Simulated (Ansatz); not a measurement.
The system is La.

```
La
1.0
     3.75000    0.00000    0.00000
    -1.87500    3.24760    0.00000
     0.00000    0.00000    6.07000
La
2
Direct
  0.66667 0.33333 0.75000
  0.33333 0.66667 0.25000
```

This isn't the form of La at room conditions, which is double hcp.

Base run:

* Program: Ansatz 0.2.0
* Functional: BLYP
* Potentials or basis: all-electron LAPW, scalar-relativistic
* Cutoff: 120 eV (chosen from the basis error)
* Basis error allowed: 0.001 eV/atom
* k mesh: 8 × 8 × 5
* Occupations: fermi-dirac, width 0.05 eV
* Spin: no spin polarisation

Its results: pressure 2.7 GPa.

Problem. After a change of settings the same cell gave: pressure 2.0 GPa. Which change was it?
A. functional from BLYP to PBEsol
B. functional from BLYP to LDA
C. functional from BLYP to RPBE

Solution. C.

Runs at the PBE level aren't shown here.
